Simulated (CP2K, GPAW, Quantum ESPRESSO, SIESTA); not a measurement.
**SIESTA runs on wurtzite SiC, size series (200 atoms)**

Wanted: SIESTA inputs and outputs for wurtzite SiC, size series (200 atoms), checked against a plane-wave reference.

Method: the method is named at each step, in SIESTA 5.4.2.

### 1. The structure

The cell holds 200 atoms: 100 Si and 100 C. Its edges and angles: a = 15.380 Å, b = 15.380 Å, c = 10.096 Å, α = 90.0°, β = 90.0°, γ = 120.0°. It derives from SiC (wurtzite), repeated 5×5×2. Wurtzite SiC (a = 3.076 Å, c = 5.048 Å), 5 x 5 x 2 conventional cells; every coordinate displaced by a Gaussian of 0.08 Å. Then every atom was moved at random, 0.03 Å r.m.s. a Cartesian component.

The yardstick, on the same geometry:

| Item | Value |
| --- | --- |
| method | Kohn-Sham DFT, PBE, SSSP efficiency 1.3.0 pseudopotentials, plane waves (Quantum ESPRESSO 7.5); sssp-pbe-1.3.0-efficiency, cutoffs 45/360 Ry, Γ point |
| r.m.s. force component | 2.614 eV/Å |
| longest force | 11 eV/Å |
| pressure | 10.52 GPa |
| gap (highest filled to lowest empty level) | 1.468 eV |
| time | 7.2 min on 4 MPI ranks of Arm Neoverse V2, shared host |
| CPU time | 29 min |

### 2. PBE, DZP, shift 0.01 Ry, mesh 300 Ry

Method: Kohn-Sham DFT, PBE, PseudoDojo 0.4.1 norm-conserving pseudopotentials (converted to PSML), numerical atomic orbitals (DZP), diagonalisation.

The .psml files are PseudoDojo norm-conserving potentials that we converted to this format, checked against plane waves on the same files for H, C, O, Si, Ge and Ca alone.

input.fdf

```
SystemLabel cell
NumberOfAtoms 200
NumberOfSpecies 2
%block ChemicalSpeciesLabel
  1 14 Si
  2 6 C
%endblock ChemicalSpeciesLabel
LatticeConstant 1.0 Ang
%block LatticeVectors
  15.38000 0.00000 0.00000
  -7.69000 13.31947 0.00000
  0.00000 0.00000 10.09600
%endblock LatticeVectors
PAO.BasisSize DZP
PAO.EnergyShift 0.01 Ry
XC.Functional GGA
XC.Authors PBE
MeshCutoff 300 Ry
%block kgrid_Monkhorst_Pack
  1 0 0 0.0
  0 1 0 0.0
  0 0 1 0.0
%endblock kgrid_Monkhorst_Pack
SolutionMethod diagon
OccupationFunction FD
ElectronicTemperature 580 K
SCF.Mixer.Method Pulay
SCF.Mixer.Weight 0.15
SCF.Mixer.History 8
SCF.Mix Hamiltonian
MaxSCFIterations 300
SCF.DM.Tolerance 1e-04
SCF.H.Tolerance 1.0e-3 eV
WriteForces T
Write.HirshfeldPop T
Write.VoronoiPop T
Write.DM F
Write.H F
XML.Write F
AtomicCoordinatesFormat Fractional
%block AtomicCoordinatesAndAtomicSpecies
  0.00842 0.00164 0.00394 1
  0.06602 0.13849 0.06831 2
  0.06403 0.13707 0.25581 1
  0.00224 0.00087 0.30783 2
  0.99967 0.00342 0.49210 1
  0.07462 0.13799 0.56301 2
  0.07918 0.15083 0.75316 1
  0.99972 0.00231 0.81688 2
  0.01086 0.20151 0.00702 1
  0.07358 0.32639 0.06826 2
  0.06853 0.33131 0.25340 1
  0.99835 0.19753 0.31754 2
  0.00250 0.21116 0.50901 1
  0.05682 0.33392 0.55748 2
  0.05537 0.32912 0.75986 1
  0.00540 0.20767 0.82516 2
  0.99699 0.40808 0.00360 1
  0.04603 0.52243 0.06392 2
  0.06307 0.53117 0.27000 1
  0.99480 0.39989 0.30778 2
  0.00824 0.40973 0.49005 1
  0.06314 0.51523 0.57133 2
  0.05745 0.53323 0.73626 1
  0.99112 0.40615 0.81473 2
  0.00308 0.60467 0.99208 1
  0.07870 0.72958 0.05845 2
  0.05317 0.72461 0.25775 1
  0.00360 0.60818 0.32453 2
  0.98406 0.59131 0.49464 1
  0.07137 0.74339 0.57442 2
  0.07631 0.74631 0.76318 1
  0.01007 0.60714 0.81306 2
  0.99194 0.80398 0.99884 1
  0.06280 0.93436 0.07569 2
  0.05264 0.93064 0.26575 1
  0.00007 0.80309 0.30343 2
  0.99723 0.79873 0.48683 1
  0.06362 0.93580 0.56592 2
  0.06572 0.93494 0.75474 1
  0.98899 0.79916 0.79876 2
  0.20111 0.00184 0.99366 1
  0.27222 0.14023 0.06266 2
  0.26981 0.13867 0.25318 1
  0.19380 0.00231 0.32879 2
  0.21523 0.00510 0.50032 1
  0.28049 0.12465 0.57038 2
  0.28170 0.14482 0.75383 1
  0.19615 0.98938 0.81721 2
  0.19819 0.19683 0.99110 1
  0.26617 0.31999 0.05110 2
  0.26309 0.32985 0.25762 1
  0.20368 0.20514 0.30427 2
  0.20109 0.21714 0.49995 1
  0.27558 0.33619 0.57047 2
  0.25952 0.32365 0.75855 1
  0.21071 0.20296 0.81746 2
[... 140 atom lines left out ...]
  0.79237 0.78247 0.49244 1
  0.87492 0.93757 0.56192 2
  0.87271 0.93546 0.74780 1
  0.79684 0.79735 0.81625 2
%endblock AtomicCoordinatesAndAtomicSpecies
```

Started as:

```console
> OMP_NUM_THREADS=1 mpirun -np 4 siesta < input.fdf > output.txt
```

What it wrote:

```text
Version         : 5.4.2
reinit: System Name:
reinit: System Label: cell
initatom: Reading input for the pseudopotentials and atomic orbitals ----------
Species number:   1 Atomic number:   14 Label: Si
Species number:   2 Atomic number:    6 Label: C
Ground state valence configuration (from tables):   3s02  3p02  3d00  4f00
Ground state valence configuration (from tables):   2s02  2p02  3d00  4f00
---- Processing specs for species: Si
GGA--PBE XC_GGA_X_PBE--XC_GGA_C_PBE pb
---- Processing specs for species: C
GGA--PBE XC_GGA_X_PBE--XC_GGA_C_PBE pb
Si pseudopotential only contains V_ls up to l=2 -- lmxkb reset.
C pseudopotential only contains V_ls up to l=1 -- lmxkb reset.
Using PAO.SplitTailNorm
%block ChemicalSpeciesLabel
    1   14 Si                      # Species index, atomic number, species label
    2    6 C                       # Species index, atomic number, species label
%endblock ChemicalSpeciesLabel
%block PAO.Basis                 # Define Basis set
Si                    2                    # Species label, number of l-shells
 n=3   0   2                         # n, l, Nzeta
   5.392      3.847
   1.000      1.000
 n=3   1   2 P   1                   # n, l, Nzeta, Polarization, NzetaPol
   6.844      4.952
   1.000      1.000
C                     2                    # Species label, number of l-shells
 n=2   0   2                         # n, l, Nzeta
   4.484      3.048
   1.000      1.000
 n=2   1   2 P   1                   # n, l, Nzeta, Polarization, NzetaPol
   5.436      3.692
   1.000      1.000
%endblock PAO.Basis
coor:   Atomic-coordinates input format  =     Fractional
siesta: System type = bulk
initatomlists: Number of atoms, orbitals, and projectors:    200  2600  2600
siesta: ******************** Simulation parameters ****************************
Total number of electrons:   800.000000
Total ionic charge:   800.000000
 Kpoints in:            1 . Kpoints trimmed:            1
siesta: k-grid: Number of k-points = 1
siesta: k-points from Monkhorst-Pack grid
siesta: k-cutoff (effective) =     5.048 Ang
siesta: k-point supercell and displacements
siesta: k-grid:     1     0     0      0.000
siesta: k-grid:     0     1     0      0.000
siesta: k-grid:     0     0     1      0.000
                     ====================================
                        Single-point calculation
                     ====================================
outcell: Unit cell vectors (Ang):
       15.380000    0.000000    0.000000
       -7.690000   13.319470    0.000000
        0.000000    0.000000   10.096000
outcell: Cell vector modules (Ang)   :   15.380000   15.379999   10.096000
outcell: Cell angles (23,13,12) (deg):     90.0000     90.0000    120.0000
outcell: Cell volume (Ang**3)        :   2068.2004
Gamma-point calculation with multiply-connected orbital pairs
Gamma-point calculation with multiply-connected orbital pairs
Folding of H and S implicitly performed
Folding of H and S implicitly performed
new_DM -- step:     1
Initializing Density Matrix...
Attempting to read DM from file... Failed...
DM filled with atomic data:
InitMesh: MESH = 144 x 144 x 108 = 2239488
InitMesh: Mesh cutoff (required, used) =   300.000   316.265 Ry
stepf: Fermi-Dirac step function
        iscf     Eharris(eV)        E_KS(eV)     FreeEng(eV)     dDmax    Ef(eV) dHmax(eV)
   scf:    1   -26806.460614   -27663.968500   -27663.968500  1.910890 -5.478097 11.638192
   scf:    2   -27872.423069   -27777.659605   -27777.659605  0.086215 -5.067138  4.638466
   scf:    3   -27876.157201   -27834.273260   -27834.273260  0.078065 -4.793559  2.827660
   scf:    4   -27853.892434   -27847.365643   -27847.365644  0.057979 -4.572500  0.943105
   scf:    5   -27846.733575   -27847.388994   -27847.388999  0.012316 -4.547615  1.166915
   scf:    6   -27847.682712   -27847.691590   -27847.691591  0.005931 -4.536554  0.255107
[...]
scf:   10   -27847.728972   -27847.728572   -27847.728574  0.000443 -4.527324  0.004059
   scf:   11   -27847.728706   -27847.728645   -27847.728647  0.000205 -4.527217  0.001519
   scf:   12   -27847.728668   -27847.728657   -27847.728658  0.000075 -4.527227  0.000886
SCF Convergence by DM+H criterion
max |DM_out - DM_in|         :     0.0000745347
max |H_out - H_in|      (eV) :     0.0008855880
SCF cycle converged after 12 iterations
Using DM_out to compute the final energy and forces
siesta: E_KS(eV) =           -27847.7287
siesta: E_KS - E_eggbox =    -27847.7287
siesta: Atomic forces (eV/Ang):
     1   -3.707932    0.964962    0.086942
     2    4.815818   -3.015633   -0.039206
     3    2.070854   -0.694286   -0.974670
     4   -5.210950    1.791845    1.542038
     5    1.555678    0.382137    1.698868
     6   -1.940835    1.093157    0.531037
[...]
198   -2.085663   -1.766589    0.044046
   199   -1.577984   -0.615320    0.194789
   200   -0.920440    0.084356   -4.770282
----------------------------------------
   Tot   -0.002001    0.005585    0.000924
----------------------------------------
   Max   11.159939
   Res    2.729920    sqrt( Sum f_i^2 / 3N )
----------------------------------------
   Max   11.159939    constrained
Stress tensor Voigt[x,y,z,yz,xz,xy] (kbar):     -103.12     -157.33     -127.63        2.61       18.21        3.52
(Free)E + p*V (eV/cell)   -27680.7452
Target enthalpy (eV/cell)   -27847.7287
siesta: Program's energy decomposition (eV):
siesta: Ebs     =     -9500.559480
siesta: Eions   =     47609.137275
siesta: Ena     =     13410.502833
siesta: Ekin    =     15964.700108
siesta: Enl     =       929.023518
siesta: DEna    =      -343.019275
siesta: DUscf   =        99.463444
siesta: Ex      =     -9239.469505
siesta: Ec      =     -1059.792505
siesta: Exc     =    -10299.262010
siesta: Eharris =    -27847.728668
siesta: Etot    =    -27847.728657
siesta: FreeEng =    -27847.728658
siesta: Final energy (eV):
siesta:  Band Struct. =   -9500.559480
siesta:       Kinetic =   15964.700108
siesta:       Hartree =    3343.020095
siesta:         Exch. =   -9239.469505
siesta:         Corr. =   -1059.792505
siesta:   Exch.-corr. =  -10299.262010
siesta:  Ion-electron =  -21020.620743
siesta:       Ion-ion =  -15835.566107
siesta:         Total =  -27847.728657
siesta:         Fermi =      -4.527227
siesta: Stress tensor (static) (eV/Ang**3):
siesta:    -0.064360    0.002196    0.011368
siesta:     0.002197   -0.098197    0.001629
siesta:     0.011368    0.001630   -0.079659
siesta: Cell volume =       2068.200417 Ang**3
siesta: Pressure (static):
siesta:                Solid            Molecule  Units
siesta:           0.00087935         -0.00026949  Ry/Bohr**3
siesta:           0.08073853         -0.02474301  eV/Ang**3
siesta:         129.35738859        -39.64266899  kBar
    Orbital volume contribution        =         113.618123 eV
    (Free)E + p_basis*V_orbitals       =      -27734.110535 eV
    (Free)Eharris+ p_basis*V_orbitals  =      -27734.110546 eV
Hirshfeld Atomic Populations:
Atom #   charge [q] valence [e]  Species
     1     0.243354    3.756646  Si
     2    -0.266588    4.266588  C
     3     0.295227    3.704773  Si
     4    -0.266632    4.266632  C
     5     0.252793    3.747207  Si
     6    -0.252810    4.252810  C
     7     0.285632    3.714368  Si
     8    -0.261090    4.261090  C
     9     0.236946    3.763054  Si
    10    -0.271780    4.271780  C
    11     0.277903    3.722097  Si
    12    -0.263177    4.263177  C
[...]
--------------------
 Total    -0.000047
Voronoi Atomic Populations:
Atom #   charge [q] valence [e]  Species
[...]
195     0.358309    3.641691  Si
   196    -0.362068    4.362068  C
   197     0.365548    3.634452  Si
   198    -0.381218    4.381218  C
   199     0.384541    3.615459  Si
   200    -0.383438    4.383438  C
--------------------
 Total    -0.000047
```

The job ended after 3.3 min (4 MPI ranks of Arm Neoverse V2, shared host; peak memory 3.6 GiB; 13 min of CPU time).

Banners, paths, timers and routine set-up lines are dropped from the logs unmarked, and long logs keep their key lines alone; longer cuts are marked.

Compared with the plane-wave run:

```yaml
r_m_s_force_component: 2.73 eV/Å
r_m_s_difference_of_force_components: 133.2 meV/Å
longest_difference_of_force_vectors: 539.2 meV/Å
force_difference_over_r_m_s_force: 5.095 %
slope_of_forces_against_the_reference_s: 1.044
correlation_of_force_components: 0.9997
spacing_of_highest_filled_and_lowest_empty_level: 1.448 eV
gap_difference: -0.0192 eV
pressure: 12.94 GPa
pressure_difference: 2.412 GPa
```

Length of the force difference by element (eV/Å):

| element | atoms | mean | most |
| --- | --- | --- | --- |
| C | 100 | 0.21 | 0.54 |
| Si | 100 | 0.2 | 0.54 |

Levels nearest the highest filled one (eV from it): -0.84, -0.79, -0.74, -0.69, -0.63, -0.54, -0.48, -0.48, -0.33, -0.28, -0.12, 0.00, 1.45, 1.70, 1.74, 1.83, 1.89, 2.01, 2.05, 2.10, 2.11, 2.15, 2.21, 2.33.

The surroundings of Si53, which has 3 bonded neighbours where the commonest count for Si is 4, nearest first, numbered as they follow in the input and with coordinates relative to it.

| atom | x | y | z | distance (Å) | bonds | Hirshfeld charge (e) | Fx | Fy | Fz (eV/Å) |
| --- | --- | --- | --- | --- | --- | --- | --- | --- | --- |
| Si53 | 0.00 | 0.00 | 0.00 | 0.00 | 3 | 0.27 | 2.23 | -3.81 | -1.51 |
| C54 | 0.23 | 1.59 | 0.71 | 1.75 | 4 | -0.25 | -0.92 | 1.93 | -0.66 |
| C6 | -1.34 | -1.05 | 0.64 | 1.82 | 4 | -0.25 | -1.94 | 1.09 | 0.53 |
| C52 | 0.13 | -0.16 | -1.98 | 1.99 | 4 | -0.26 | -1.06 | -2.10 | 3.18 |
| C46 | 1.93 | -1.23 | 0.71 | 2.40 | 3 | -0.29 | -5.90 | 0.94 | 2.80 |
| Si61 | -1.47 | 2.40 | -0.05 | 2.81 | 4 | 0.27 | 0.26 | 1.02 | 2.25 |
| Si51 | 0.09 | 1.50 | -2.45 | 2.87 | 4 | 0.28 | 0.97 | 2.21 | -3.63 |
| Si55 | 0.08 | 1.42 | 2.61 | 2.97 | 4 | 0.26 | 1.06 | 6.30 | -0.24 |
| Si13 | -3.01 | -0.08 | 0.09 | 3.01 | 4 | 0.26 | -0.40 | -5.44 | -2.20 |

Forces lie 5.1 % from the reference's, at 0.46 times its CPU time.

### 3. PBE, DZ, shift 0.01 Ry, mesh 300 Ry

Method: Kohn-Sham DFT, PBE, PseudoDojo 0.4.1 norm-conserving pseudopotentials (converted to PSML), numerical atomic orbitals (DZ), diagonalisation.

Edit input.fdf of step 2 so:

```diff
@@ -13,3 +13,3 @@
 %endblock LatticeVectors
-PAO.BasisSize DZP
+PAO.BasisSize DZ
 PAO.EnergyShift 0.01 Ry
```

Started as:

```console
> OMP_NUM_THREADS=1 mpirun -np 2 siesta < input.fdf > output.txt
```

What it wrote:

```text
Version         : 5.4.2
reinit: System Name:
reinit: System Label: cell
initatom: Reading input for the pseudopotentials and atomic orbitals ----------
Species number:   1 Atomic number:   14 Label: Si
Species number:   2 Atomic number:    6 Label: C
Ground state valence configuration (from tables):   3s02  3p02  3d00  4f00
Ground state valence configuration (from tables):   2s02  2p02  3d00  4f00
---- Processing specs for species: Si
GGA--PBE XC_GGA_X_PBE--XC_GGA_C_PBE pb
---- Processing specs for species: C
GGA--PBE XC_GGA_X_PBE--XC_GGA_C_PBE pb
C pseudopotential only contains V_ls up to l=1 -- lmxkb reset.
Using PAO.SplitTailNorm
%block ChemicalSpeciesLabel
    1   14 Si                      # Species index, atomic number, species label
[... lines left out ...]
Total number of electrons:   800.000000
[... lines left out ...]
stepf: Fermi-Dirac step function
        iscf     Eharris(eV)        E_KS(eV)     FreeEng(eV)     dDmax    Ef(eV) dHmax(eV)
[... lines left out ...]
SCF Convergence by DM+H criterion
[... lines left out ...]
SCF cycle converged after 12 iterations
[... lines left out ...]
   Max   12.039697
[... lines left out ...]
   Max   12.039697    constrained
Stress tensor Voigt[x,y,z,yz,xz,xy] (kbar):     -250.00     -312.91     -277.47        2.48       20.32        4.09
[... lines left out ...]
siesta: Ekin    =     16103.840659
siesta: Enl     =       986.631173
siesta: DEna    =      -405.183137
siesta: DUscf   =        90.078887
siesta: Ex      =     -9226.622931
siesta: Ec      =     -1062.823876
siesta: Exc     =    -10289.446806
siesta: Eharris =    -27712.713669
siesta: Etot    =    -27712.713666
siesta: FreeEng =    -27712.713666
siesta: Final energy (eV):
siesta:  Band Struct. =   -9394.745512
siesta:       Kinetic =   16103.840659
siesta:       Hartree =    3307.652546
siesta:         Exch. =   -9226.622931
siesta:         Corr. =   -1062.823876
siesta:   Exch.-corr. =  -10289.446806
siesta:  Ion-electron =  -20999.193958
siesta:       Ion-ion =  -15835.566107
siesta:         Total =  -27712.713666
siesta:         Fermi =      -3.683656
siesta: Stress tensor (static) (eV/Ang**3):
siesta:    -0.156036    0.002552    0.012685
siesta:     0.002552   -0.195300    0.001550
siesta:     0.012685    0.001550   -0.173183
siesta: Cell volume =       2068.200417 Ang**3
siesta: Pressure (static):
siesta:                Solid            Molecule  Units
siesta:           0.00190425          0.00062377  Ry/Bohr**3
siesta:           0.17483981          0.05727146  eV/Ang**3
siesta:         280.12426552         91.75900117  kBar
    Orbital volume contribution        =          76.334241 eV
    (Free)E + p_basis*V_orbitals       =      -27636.379425 eV
    (Free)Eharris+ p_basis*V_orbitals  =      -27636.379428 eV
Hirshfeld Atomic Populations:
Atom #   charge [q] valence [e]  Species
     1     0.246596    3.753404  Si
     2    -0.268366    4.268366  C
     3     0.297268    3.702732  Si
     4    -0.265701    4.265701  C
     5     0.256366    3.743634  Si
     6    -0.252925    4.252925  C
[...]
--------------------
 Total    -0.000034
Voronoi Atomic Populations:
Atom #   charge [q] valence [e]  Species
[...]
197     0.368365    3.631635  Si
   198    -0.385011    4.385011  C
   199     0.386521    3.613479  Si
   200    -0.380084    4.380084  C
--------------------
 Total    -0.000034
```

The job ended after 1.9 min (2 MPI ranks; peak memory 1.6 GiB).

Compared with the plane-wave run:

```yaml
r_m_s_force_component: 2.939 eV/Å
r_m_s_difference_of_force_components: 387.4 meV/Å
longest_difference_of_force_vectors: 1576 meV/Å
force_difference_over_r_m_s_force: 14.82 %
slope_of_forces_against_the_reference_s: 1.121
correlation_of_force_components: 0.9971
spacing_of_highest_filled_and_lowest_empty_level: 1.95 eV
gap_difference: 0.4823 eV
pressure: 28.01 GPa
pressure_difference: 17.49 GPa
```

This is a coarse setting, run to see what it loses.

Against the first run (5.1 %), the force difference from the reference is 15 %, at 0.29 times the CPU time (on 2 against 4 cores), with 1600 basis functions against 2600: the smaller basis costs accuracy.

### 4. The ladder

Differences are against the plane-wave reference, forces as r.m.s. over components; share is that over the reference's r.m.s. force, slope the least-squares factor from reference forces to these. Total energies of different programs have different zeros and aren't compared.

| run | Δ force, r.m.s. (meV/Å) | share (%) | slope | Δ pressure (GPa) | Δ gap (eV) | cores | CPU time | memory (GiB) |
| --- | --- | --- | --- | --- | --- | --- | --- | --- |
| reference | - | - | - | - | - | 4 | 29 min | 8.1 |
| SIESTA PBE, DZP, shift 0.01 Ry, mesh 300 Ry | 133 | 5.09 | 1.044 | 2.41 | -0.0192 | 4 | 13 min | 3.6 |
| SIESTA PBE, DZ, shift 0.01 Ry, mesh 300 Ry (coarse) | 387 | 14.8 | 1.121 | 17.5 | 0.482 | 2 | 3.8 min | 1.6 |

Rows marked coarse were listed beforehand as settings not expected to be converged; some can still land near the reference.

CPU time is summed over cores on a shared host, where runs went side by side, so it is rough. Symmetry, cutoffs, thresholds, outputs and thread counts weren't matched or tuned between programs; memory under MPI is the largest rank's times the ranks.

A second geometry, displaced anew (every atom was moved at random, 0.04 Å r.m.s. a Cartesian component), gives an energy difference that all programs can be tested on. The reference puts it at 10.41 meV/atom.

| run | energy less the first geometry's (meV/atom) | error (meV/atom) | force share at the second geometry (%) |
| --- | --- | --- | --- |
| SIESTA PBE, DZP, shift 0.01 Ry, mesh 300 Ry | 10.70 | 0.286 | 5.01 |
| SIESTA PBE, DZ, shift 0.01 Ry, mesh 300 Ry | 10.86 | 0.446 | 14.2 |

### 5. What came out

```yaml
nearest_in_forces: SIESTA PBE, DZP, shift 0.01 Ry, mesh 300 Ry, 5.1 %
its_cpu_time: 13 min
```

What this shows: The PBE run in local orbitals, coarse settings apart, differs by 5.1 % (SIESTA PBE, DZP, shift 0.01 Ry, mesh 300 Ry); basis, grid and potentials can all enter. Runs with settings chosen to be coarse differ by 15 % (SIESTA PBE, DZ, shift 0.01 Ry, mesh 300 Ry), their programs' other errors included. Of the electronic-structure runs that take under half the reference's CPU time, SIESTA PBE, DZP, shift 0.01 Ry, mesh 300 Ry comes nearest, at 5.1 % in 13 min against 29 min; its pressure misses by +2.4 GPa. SIESTA PBE, DZ, shift 0.01 Ry, mesh 300 Ry stiffens the forces by a factor of 1.12 while following their directions (correlation 0.997); the slopes of the 2 SIESTA runs lie between 1.04 and 1.12. At the same functional, gaps differ from the reference's 1.47 eV by between -0.02 and +0.48 eV. These are spacings on the run's k-points, which needn't hold the band edges. In pressure, SIESTA PBE, DZ, shift 0.01 Ry, mesh 300 Ry misses by +17.5 GPa, at the same functional. The energy difference between the two geometries, 10.4 meV/atom in the reference, is met best by SIESTA PBE, DZP, shift 0.01 Ry, mesh 300 Ry (+0.286) and worst by SIESTA PBE, DZ, shift 0.01 Ry, mesh 300 Ry (coarse) (+0.446). The reference's pressure holds the uncorrected Pulay stress of its 45 Ry basis, so small pressure differences, and their order, may be the reference's own error. The reference's stress is far from hydrostatic: its diagonal is 8.3, 13.2, 10.1 GPa, compression counted positive. The reference's pressure of 11 GPa belongs to a cell and atoms that aren't relaxed at this level. The electronic-structure runs sample only Γ, in a cell whose shortest periodic width is 10 Å.

[Also dropped from logs without a mark: logging warnings of Python, and SIESTA's first energy breakdown and zero terms.]

[Logs are printed without paths, hosts, clocks, repeated set-up lines and the standing remarks that a program may print on its own settings, such as how far it seeks lower states.]

[Hosts, paths, dates, database ids (printed as entryN), source tags and the programs' standing remarks are cut or masked in the printed files.]
